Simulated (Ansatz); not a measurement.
All numbers below come from DFT PBE, scalar-relativistic, plane waves, PAW in Ansatz 0.2.0. Settings: cutoff 420 eV, Γ-centred meshes spaced at most about 0.3 Å⁻¹, and about 0.25 Å⁻¹ or finer for metals (2π included), Gaussian smearing. No spin polarisation in the final relaxations.

Temperature and zero-point effects are left out.

Two forms of P were relaxed alike.

A.

Space group Pm-3m (No. 221). a = 2.444 Å, b = 2.444 Å, c = 2.444 Å, α = 90.00°, β = 90.00°, γ = 90.00°
```tsv
atom	site	symmetry	x	y	z
P	1a	m-3m	0.0000	0.0000	0.0000
```

B.

Space group R-3m:H (No. 166). a = 12.336 Å, b = 12.336 Å, c = 3.205 Å, α = 90.00°, β = 90.00°, γ = 120.00°
```tsv
atom	site	symmetry	x	y	z
P	18h	.m	0.2009	0.7991	0.5863
```

Problem. Which would you expect to be lower, and how large is the difference?

Solution. A is lower, by 180 meV/atom. A has the simple cubic type, space group Pm-3m (No. 221), 14.6 Å³/atom and no gap on its mesh; B has space group R-3m (No. 166), 23.5 Å³/atom and no gap. Counting all near atoms (those within 1.25 times the shortest such distance or 1.15 times the sum of covalent radii), A has P 6 and B has P 2. In A, around P lie 6 P at 2.44 Å. In B, P is surrounded by 2 P at 2.16–2.18 Å. Both come from invented guesses. The part of the Crystallography Open Database at hand lists P in space groups No. 2, 13, 64, 123; no cell shown has one of them.

No dispersion correction is applied, so the spacing and binding between layers, chains or molecules are poorly described (R-3m), and this can change margins and order among such cells. Cells relaxed within their symmetry can be saddle points.
